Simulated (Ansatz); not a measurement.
# Fe (Im-3m) in Ansatz: a series of runs

The runs below take Fe through single point, equation of state, with r2SCAN.

Everything below comes from runs of Ansatz 0.2.0. Logs are shortened: lines on timing, memory, paths and dates and some standing lists are left out, and cuts for length are marked.

**The experiment to reproduce.**

From “Pressure Induced Densification and Compression in a Reprocessed Borosilicate Glass”, 2018, pmc:5793612, for a bulk crystal of Fe: bulk modulus 166.4 GPa.

How close the calculation comes is told below.

## (1) The crystal as given

The structure is cubic, space group Im-3m (No. 229). The conventional cell has a = 2.886 Å, b = 2.886 Å, c = 2.886 Å, α = 90.00°, β = 90.00°, γ = 90.00°. Fe (site symmetry m-3m) has 8 Fe at 2.50 Å as nearest neighbours.

## (2) Single point, r2SCAN, collinear spin, ferromagnetic start, 11.30 Å³/atom (volume scaled by 0.94)

Input file input.yaml:

```yaml
crystal:
  lattice:
    - [-1.4135427549, 1.4135427549, 1.4135427549]
    - [1.4135427549, -1.4135427549, 1.4135427549]
    - [1.4135427549, 1.4135427549, -1.4135427549]
  atoms:
    - { symbol: Fe, position: [0.0, 0.0, 0.0], spin: 3.0 }
hamiltonian:
  xc: r2scan
  pseudopotentials: { kind: paw }
magnetization:
  spin_polarized: true
kpoints:
  mp_grid: { grid: [13, 13, 13] }
scf:
  occupations: { method: fermi_dirac, width: 0.05 }
output:
  forces: true
  stress: true
  eigenvalues: true
```

Potentials or basis: Ansatz PAW.

Command:

```bash
$ ansatz run input.yaml --threads 2 --pin off --max-ram 5632MiB --backend cpu --events-out ev --progress --plain --runs-dir out
```

Log:

```text
Warning: RAYON_NUM_THREADS=2 ignored (pool sized by the plan → 2); use --threads N
Engine: ansatz 0.2.0, x86_64-unknown-linux-gnu
Pseudopotentials: kind: paw
Pseudopotential: Fe, paw, valence charge 16, recommended cutoff 500 eV (meta_gga), Fe.paw.azcp
Functional definition: r2SCAN
  parameter k0 = 0.174
  parameter k1 = 0.065
  parameter a1 = 4.9479
  exchange = r2scan_x(k0 = k0, k1 = k1, a1 = a1)
  correlation = r2scan_c
Crystal: 1 atoms, lattice volume = 11.298 Å³
Basis set: ecut = 500 eV, 321 PW (Γ), exchange–correlation on 72×72×72 points (64 copies of the dense FFT grid, shifted against one another)
Bands: 14, of which v1, the nominal top of the filled ones, is band 8 counted from 1 (7 counted from 0)
Symmetry: 48 space group operations
Space group: Im-3m (ITA 229), of the structure as read, at distance tolerance 2.2e-5 Å
Magnetic group: BNS 229.140 (UNI 1642), of the structure as read, at distance tolerance 2.2e-5 Å
k-points: 84 of 2197
Non-local potential: Fe, projectors of the file, l = 0: 3, l = 1: 2, l = 2: 3, l = 3: 1
PAW form: soft (Blöchl's): semilocal exchange-correlation on the pseudo side does not see the compensation charge
PAW frozen core: Fe, regenerated for the run's functional (the file was generated under x = pbe(κ = 0.804, μ = 0.2195149727645171), c = pbe(β = 0.06672455060314922))
PAW one-centre angular grid: Fe, 590 points (default); XC on 160 Gauss nodes
Initial density: superposition of atomic densities (chi_scale 0.1, normalization cell)
Starting moments: Σ|m| = 3 μB on 1 of 1 site
Initial wavefunctions: pseudopotential atomic-orbital guess
Functional: x = r2scan, c = r2scan; τ floored in thin density (d = 2e-4 eV/Å³)
SCF iter   1: F=—  HF=-4485.572820 eV  |F-HF|=—  |Δ(HF+E_count)|=         —  Δρ=8.53e-2 (↑4.16e-2 ↓8.53e-2)  dr2=1.15e0  dr2_τ=6.15e-3  dr2_m=7.91e-2  M=2.711 μB ∫|m|=2.798 μB  β_m=1.00  ethr=3.10e-3  ⟨swp⟩=4.9  Hψ=11727  notcnv=0
Mixer restart at iter 1: flushing history
preconditioner: auto → none  [metal: Δε(μ)=0.031 eV  Ē_g=15.687 eV  σ=0.050 eV  W_gap=0.15  n_scr=0 (ndim 8)  ℏωp=31.2 eV  f_vac=0.000  D(μ)=0.77/eV (n_scr^D=12)]
SCF iter   2: F=—  HF=-4485.341448 eV  |F-HF|=—  |Δ(HF+E_count)|=   2.31e-1  Δρ=3.00e-2 (↑3.00e-2 ↓1.54e-2)  dr2=1.86e-2  dr2_τ=3.57e-3  dr2_m=4.53e-2  M=2.675 μB ∫|m|=2.905 μB  β_m=1.00  ethr=3.10e-3  ⟨swp⟩=3.2  Hψ=5632  notcnv=0  defer=185  κ⁻¹=1.0e0(r=1)
SCF iter   3: F=—  HF=-4485.538467 eV  |F-HF|=—  |Δ(HF+E_count)|=         —  Δρ=1.02e-2 (↑1.02e-2 ↓6.42e-3)  dr2=6.64e-3  dr2_τ=2.70e-4  dr2_m=2.13e-3  M=2.662 μB ∫|m|=2.928 μB  β_m=1.00  ethr=1.16e-4  ⟨swp⟩=2.9  Hψ=4974  notcnv=0  defer=185
Mixer restart at iter 3: flushing history
SCF iter   4: F=—  HF=-4485.682040 eV  |F-HF|=—  |Δ(HF+E_count)|=   1.44e-1  Δρ=6.16e-3 (↑6.16e-3 ↓5.14e-3)  dr2=4.70e-3  dr2_τ=1.88e-4  dr2_m=1.23e-4  M=2.658 μB ∫|m|=2.939 μB  β_m=1.00  ethr=4.15e-5  ⟨swp⟩=2.6  Hψ=4523  notcnv=0  defer=185  κ⁻¹=1.0e0(r=1)
SCF iter   5: F=—  HF=-4485.810338 eV  |F-HF|=—  |Δ(HF+E_count)|=   1.28e-1  Δρ=4.18e-3 (↑3.38e-3 ↓4.18e-3)  dr2=2.97e-3  dr2_τ=8.88e-5  dr2_m=5.55e-5  M=2.650 μB ∫|m|=2.943 μB  β_m=1.00  ethr=2.94e-5  ⟨swp⟩=2.4  Hψ=4781  notcnv=0  defer=184  κ⁻¹=5.4e-2(r=2)
SCF iter   6: F=—  HF=-4485.886184 eV  |F-HF|=—  |Δ(HF+E_count)|=   7.58e-2  Δρ=1.79e-3 (↑1.79e-3 ↓1.29e-3)  dr2=5.93e-4  dr2_τ=9.66e-6  dr2_m=6.29e-5  M=2.640 μB ∫|m|=2.941 μB  β_m=1.00  ethr=1.85e-5  ⟨swp⟩=2.6  Hψ=4877  notcnv=0  defer=182  κ⁻¹=1.5e-2(r=3)
SCF iter   7: F=—  HF=-4485.887587 eV  |F-HF|=—  |Δ(HF+E_count)|=   1.40e-3  Δρ=9.59e-4 (↑6.83e-4 ↓9.59e-4)  dr2=1.47e-4  dr2_τ=1.86e-6  dr2_m=2.23e-5  M=2.638 μB ∫|m|=2.940 μB  β_m=1.00  ethr=3.71e-6  ⟨swp⟩=2.0  Hψ=3440  notcnv=0  defer=179  κ⁻¹=1.3e-2(r=4)
SCF iter   8: F=—  HF=-4485.887474 eV  |F-HF|=—  |Δ(HF+E_count)|=   1.13e-4  Δρ=1.44e-4 (↑1.44e-4 ↓1.04e-4)  dr2=1.49e-6  dr2_τ=8.69e-8  dr2_m=8.71e-7  M=2.638 μB ∫|m|=2.938 μB  β_m=1.00  ethr=9.16e-7  ⟨swp⟩=2.0  Hψ=4087  notcnv=0  defer=179  κ⁻¹=1.2e-3(r=5)
SCF iter   9: F=—  HF=-4485.887521 eV  |F-HF|=—  |Δ(HF+E_count)|=   4.73e-5  Δρ=8.56e-5 (↑8.56e-5 ↓3.13e-5)  dr2=3.79e-7  dr2_τ=1.03e-8  dr2_m=1.95e-7  M=2.637 μB ∫|m|=2.939 μB  β_m=1.00  ethr=9.28e-9  ⟨swp⟩=2.0  Hψ=3639  notcnv=0  defer=179  κ⁻¹=4.4e-5(r=6)
SCF iter  10: F=—  HF=-4485.887518 eV  |F-HF|=—  |Δ(HF+E_count)|=   3.43e-6  Δρ=4.05e-5 (↑4.05e-5 ↓3.14e-5)  dr2=7.89e-8  dr2_τ=4.71e-9  dr2_m=2.53e-8  M=2.637 μB ∫|m|=2.939 μB  β_m=1.00  ethr=2.37e-9  ⟨swp⟩=2.1  Hψ=3564  notcnv=0  defer=179  κ⁻¹=5.4e-6(r=7)
SCF iter  11: F=—  HF=-4485.887526 eV  |F-HF|=—  |Δ(HF+E_count)|=   8.12e-6  Δρ=2.43e-5 (↑2.43e-5 ↓1.78e-5)  dr2=9.50e-9  dr2_τ=7.83e-10  dr2_m=3.52e-8  M=2.637 μB ∫|m|=2.938 μB  β_m=1.00  ethr=4.93e-10  ⟨swp⟩=2.1  Hψ=3749  notcnv=0  defer=179  κ⁻¹=9.6e-7(r=8)
SCF iter  12: F=—  HF=-4485.887527 eV  |F-HF|=—  |Δ(HF+E_count)|=   1.02e-6  Δρ=5.70e-6 (↑5.70e-6 ↓4.18e-6)  dr2=6.39e-10  dr2_τ=7.13e-11  dr2_m=1.96e-9  M=2.637 μB ∫|m|=2.938 μB  β_m=1.00  ethr=5.94e-11  ⟨swp⟩=2.4  Hψ=3906  notcnv=0  defer=179  κ⁻¹=2.4e-7(r=8)
SCF iter  13: F=-4485.887527 eV  HF=-4485.887527 eV  |F-HF|=3.67e-10  |Δ(HF+E_count)|=   6.33e-8  Δρ=6.94e-6 (↑6.94e-6 ↓3.88e-6)  dr2=8.46e-9  dr2_τ=1.70e-11  dr2_m=2.45e-10  M=2.637 μB ∫|m|=2.938 μB  ethr=3.99e-12  ⟨swp⟩=5.0  Hψ=9226  notcnv=0
SCF 1 converged in 13 iterations: F = -4485.887527 eV  dr2 = 8.46e-9
this state was not tested for a lower state beside it, because the mixer in use, unlike msr1, does not test its closes by its own steps (another_mixer; see scf.mixing.algorithm and scf.lower_state_search)
SCF converged after 13 iterations
Magnetization: 2.6372 μB (9.3186 up, 6.6814 down)
Absolute magnetization: 2.9390 μB (∫|ρ↑−ρ↓|, with the PAW one-centre terms)
Spin contamination: 0.1134 ħ² per cell (⟨S²⟩ above its minimum at these occupations)
Per-site moments (μB) at R_I (Å): [(2.779152162377141, 1.0099352464400433)]
Free energy (F): -4485.887527 eV
Harris-Foulkes:  -4485.887527 eV  (|F-HF|=3.67e-10)
Internal energy: -4485.882251 eV  (E = F + TS)
E sigma→0 (E₀):  -4485.884889 eV
Entropy (-TS):   -0.005276 eV (-5.276 meV/atom)
Fermi energy:    18.554229 eV
--- Per-component energies (eV) ---
  E_band       = -231.180565
  E_kinetic    = 349.878963
  E_local      = -2060.482946  (includes V_loc(G=0)·N_el)
  E_nonlocal   = 223.023454
  E_hartree    = 867.224828
  E_xc         = -113.326803
  E_vxc        = -168.227686  (∫ρ·V_xc dr)
  E_paw        = -1379.265662  (= ΣΔE_a)
  E_vpaw       = -321.915504  (= ΣTr[D̂ρ^β])
  E_aug_tail   = 0.000266  (compensation charges beyond the density's cutoff)
  E_vtau       = 12.098650  (kinetic-family band-sum trace: ∫τ·v_τ [+ j·A + Jᵃ·Aᵃ] dr)
  E_ewald      = -2372.644876
  E_core_change = -0.289475  (= ΣΔE_core)
  E_smearing   = -0.005276  (= −TS)
  E_closure    = 0.000000  (closes the sum)
  Σ components = -4485.887527   (vs F -4485.887527, Δ=0.00e0)
--- Forces (eV/Å), atoms counted from 1 ---
  atom   1  Fe    -0.00000000    -0.00000000    -0.00000000
  max |Σ_I F_I| component: 2.10e-31 eV/Å
--- Stress (GPa, compression-positive) ---
        9.090370       0.000000      -0.000000
       -0.000000       9.090370       0.000000
       -0.000000      -0.000000       9.090370
  P = ⅓ Tr σ = 9.0904 GPa (90.904 kbar)
--- Band table (eV; the first three rows and the last of 168) ---
  k-point 0 ↑: bands = ["-73.5159", "-37.9562", "-37.9562", "-37.9562", "9.8146", "15.5220", "15.5220", "15.5220", "16.8191", "16.8191", "43.9184", "43.9184", "43.9184", "49.5981"]
  k-point 1 ↑: bands = ["-73.5114", "-37.9807", "-37.9643", "-37.9561", "10.0689", "15.4567", "15.5191", "15.6555", "16.7554", "16.8244", "42.4812", "43.5919", "43.7828", "48.7213"]
  k-point 2 ↑: bands = ["-73.4987", "-38.0482", "-37.9869", "-37.9560", "10.7956", "15.2786", "15.4868", "16.0363", "16.6418", "16.8417", "39.3654", "42.3996", "43.4787", "46.4602"]
  k-point 83 ↓: bands = ["-69.0767", "-34.0284", "-34.0230", "-34.0230", "15.7273", "15.7671", "21.6978", "21.6978", "21.8217", "28.4454", "29.4588", "29.4588", "36.0032", "36.5048"]
```

It took 1.7 s on 2 threads of Intel Xeon 6975P-C (Granite Rapids), shared host; peak memory 0.35 GiB.

Results:

```
Free energy            : -4485.8875 eV
Pressure               : 9.1 GPa
Band gap on the k mesh : none (metal or under the smearing width)
Net moment             : 2.64 μB per cell
Absolute moment        : 2.94 μB per cell
Site moments           : Fe +2.78 μB
```

Caveat: the magnetic or orbital state may not be the lowest; the PAW data sets come from PBE, with cores solved anew for the run's functional, which leaves a small shift of forces and pressure.

## (3) Single point, r2SCAN, collinear spin, ferromagnetic start, 11.54 Å³/atom (volume scaled by 0.96)

Input file input.yaml:

```yaml
crystal:
  lattice:
    - [-1.4234976093, 1.4234976093, 1.4234976093]
    - [1.4234976093, -1.4234976093, 1.4234976093]
    - [1.4234976093, 1.4234976093, -1.4234976093]
  atoms:
    - { symbol: Fe, position: [0.0, 0.0, 0.0], spin: 3.0 }
hamiltonian:
  xc: r2scan
  pseudopotentials: { kind: paw }
magnetization:
  spin_polarized: true
kpoints:
  mp_grid: { grid: [13, 13, 13] }
scf:
  occupations: { method: fermi_dirac, width: 0.05 }
output:
  forces: true
  stress: true
  eigenvalues: true
  write_density: true
  write_potential: true
  elf: true
  volumetric_format: npy
```

Potentials or basis: Ansatz PAW.

Command:

```bash
$ ansatz run input.yaml --threads 2 --pin off --max-ram 5632MiB --backend cpu --events-out ev --progress --plain --runs-dir out
```

Wall time 2 s (2 threads of Intel Xeon 6975P-C (Granite Rapids), shared host); peak memory 0.35 GiB.

It converged, with:

```
Free energy            : -4485.8975 eV
Pressure               : 4.3 GPa
Band gap on the k mesh : none (metal or under the smearing width)
Net moment             : 2.65 μB per cell
Absolute moment        : 2.96 μB per cell
Site moments           : Fe +2.79 μB
```

Caveat: the magnetic or orbital state may not be the lowest; the PAW data sets come from PBE, with cores solved anew for the run's functional, which leaves a small shift of forces and pressure.

## (4) Single point, r2SCAN, collinear spin, ferromagnetic start, 11.78 Å³/atom (volume scaled by 0.98)

Input file input.yaml:

```yaml
crystal:
  lattice:
    - [-1.4333151444, 1.4333151444, 1.4333151444]
    - [1.4333151444, -1.4333151444, 1.4333151444]
    - [1.4333151444, 1.4333151444, -1.4333151444]
  atoms:
    - { symbol: Fe, position: [0.0, 0.0, 0.0], spin: 3.0 }
hamiltonian:
  xc: r2scan
  pseudopotentials: { kind: paw }
magnetization:
  spin_polarized: true
kpoints:
  mp_grid: { grid: [13, 13, 13] }
scf:
  occupations: { method: fermi_dirac, width: 0.05 }
output:
  forces: true
  stress: true
  eigenvalues: true
```

Command:

```bash
$ ansatz run input.yaml --threads 2 --pin off --max-ram 5632MiB --backend cpu --events-out ev --progress --plain --runs-dir out
```

Run time: 1.8 s. Hardware: 2 threads of Intel Xeon 6975P-C (Granite Rapids), shared host; peak memory 0.36 GiB.

The run converged. Its results:

```yaml
Free_energy: -4485.9006 eV
Pressure: -0.1 GPa
Band_gap_on_the_k_mesh: none (metal or under the smearing width)
Net_moment: 2.65 μB per cell
Absolute_moment: 2.98 μB per cell
Site_moments: Fe +2.80 μB
```

Caveat: the magnetic or orbital state may not be the lowest; the PAW data sets come from PBE, with cores solved anew for the run's functional, which leaves a small shift of forces and pressure.

## (5) Single point, r2SCAN, collinear spin, ferromagnetic start, 12.02 Å³/atom

Changes to input.yaml since step 4:

```diff
@@ -2,5 +2,5 @@
   lattice:
-    - [-1.4333151444, 1.4333151444, 1.4333151444]
-    - [1.4333151444, -1.4333151444, 1.4333151444]
-    - [1.4333151444, 1.4333151444, -1.4333151444]
+    - [-1.443, 1.443, 1.443]
+    - [1.443, -1.443, 1.443]
+    - [1.443, 1.443, -1.443]
   atoms:
```

Command:

```bash
$ ansatz run input.yaml --threads 2 --pin off --max-ram 5632MiB --backend cpu --events-out ev --progress --plain --runs-dir out
```

Wall time 1.8 s (2 threads of Intel Xeon 6975P-C (Granite Rapids), shared host); peak memory 0.36 GiB.

It converged, with:

| Item | Value |
| --- | --- |
| Free energy | -4485.8974 eV |
| Pressure | -4.0 GPa |
| Band gap on the k mesh | none (metal or under the smearing width) |
| Net moment | 2.65 μB per cell |
| Absolute moment | 3.00 μB per cell |
| Site moments | Fe +2.82 μB |

Caveat: the magnetic or orbital state may not be the lowest; the PAW data sets come from PBE, with cores solved anew for the run's functional, which leaves a small shift of forces and pressure.

## (6) Single point, r2SCAN, collinear spin, ferromagnetic start, 12.26 Å³/atom (volume scaled by 1.02)

Changes to input.yaml since step 5:

```diff
@@ -2,5 +2,5 @@
   lattice:
-    - [-1.443, 1.443, 1.443]
-    - [1.443, -1.443, 1.443]
-    - [1.443, 1.443, -1.443]
+    - [-1.4525565699, 1.4525565699, 1.4525565699]
+    - [1.4525565699, -1.4525565699, 1.4525565699]
+    - [1.4525565699, 1.4525565699, -1.4525565699]
   atoms:
```

Potentials or basis: Ansatz PAW.

Command:

```bash
$ ansatz run input.yaml --threads 2 --pin off --max-ram 5632MiB --backend cpu --events-out ev --progress --plain --runs-dir out
```

It took 1.8 s on 2 threads of Intel Xeon 6975P-C (Granite Rapids), shared host; peak memory 0.36 GiB.

Results (log left out):

* Free energy: -4485.8888 eV
* Pressure: -7.3 GPa
* Band gap on the k mesh: none (metal or under the smearing width)
* Net moment: 2.66 μB per cell
* Absolute moment: 3.02 μB per cell
* Site moments: Fe +2.83 μB

Caveat: the magnetic or orbital state may not be the lowest; the PAW data sets come from PBE, with cores solved anew for the run's functional, which leaves a small shift of forces and pressure.

## (7) Single point, r2SCAN, collinear spin, ferromagnetic start, 12.50 Å³/atom (volume scaled by 1.04)

Changes to input.yaml since step 6:

```diff
@@ -2,5 +2,5 @@
   lattice:
-    - [-1.4525565699, 1.4525565699, 1.4525565699]
-    - [1.4525565699, -1.4525565699, 1.4525565699]
-    - [1.4525565699, 1.4525565699, -1.4525565699]
+    - [-1.4619890197, 1.4619890197, 1.4619890197]
+    - [1.4619890197, -1.4619890197, 1.4619890197]
+    - [1.4619890197, 1.4619890197, -1.4619890197]
   atoms:
```

Command:

```bash
$ ansatz run input.yaml --threads 2 --pin off --max-ram 5632MiB --backend cpu --events-out ev --progress --plain --runs-dir out
```

It took 1.9 s on 2 threads of Intel Xeon 6975P-C (Granite Rapids), shared host; peak memory 0.36 GiB.

The run converged. Its results:

```
Free energy            : -4485.8755 eV
Pressure               : -10.3 GPa
Band gap on the k mesh : none (metal or under the smearing width)
Net moment             : 2.67 μB per cell
Absolute moment        : 3.04 μB per cell
Site moments           : Fe +2.84 μB
```

Caveat: the magnetic or orbital state may not be the lowest; the PAW data sets come from PBE, with cores solved anew for the run's functional, which leaves a small shift of forces and pressure.

## (8) Single point, r2SCAN, collinear spin, ferromagnetic start, 12.74 Å³/atom (volume scaled by 1.06)

Changes to input.yaml since step 7:

```diff
@@ -2,5 +2,5 @@
   lattice:
-    - [-1.4619890197, 1.4619890197, 1.4619890197]
-    - [1.4619890197, -1.4619890197, 1.4619890197]
-    - [1.4619890197, 1.4619890197, -1.4619890197]
+    - [-1.4713013028, 1.4713013028, 1.4713013028]
+    - [1.4713013028, -1.4713013028, 1.4713013028]
+    - [1.4713013028, 1.4713013028, -1.4713013028]
   atoms:
```

Command:

```bash
$ ansatz run input.yaml --threads 2 --pin off --max-ram 5632MiB --backend cpu --events-out ev --progress --plain --runs-dir out
```

Wall time 1.9 s (2 threads of Intel Xeon 6975P-C (Granite Rapids), shared host); peak memory 0.36 GiB.

The run converged. Its results:

* Free energy: -4485.8579 eV
* Pressure: -13.1 GPa
* Band gap on the k mesh: none (metal or under the smearing width)
* Net moment: 2.67 μB per cell
* Absolute moment: 3.06 μB per cell
* Site moments: Fe +2.86 μB

Caveat: the magnetic or orbital state may not be the lowest; the PAW data sets come from PBE, with cores solved anew for the run's functional, which leaves a small shift of forces and pressure.

## (9) Equation of state, r2SCAN, collinear spin, ferromagnetic start

Potentials or basis: Ansatz PAW.

This step only gathers the single runs of the series.

Results:

* Equilibrium volume: 11.77 Å³/atom
* Bulk modulus: 202 GPa
* Pressure derivative of the bulk modulus: 5.2

Energy against volume, from the lowest point:
```tsv
volume (Å³/atom)	energy (meV/atom)
11.298	13.09
11.538	3.07
11.778	0.00
12.019	3.19
12.259	11.78
12.499	25.08
12.740	42.69
```

Caveat: the magnetic or orbital state may not be the lowest; the PAW data sets were made with another functional, which shifts forces and pressure a little.

## (10) Against experiment

Step 9. Measured bulk modulus of Fe: 166.4 GPa (quoted in “Pressure Induced Densification and Compression in a Reprocessed Borosilicate Glass”, 2018, pmc:5793612). This calculation gives 202 GPa (+21.4 %). The fit is for a static lattice scaled at fixed shape and fixed fractional positions.
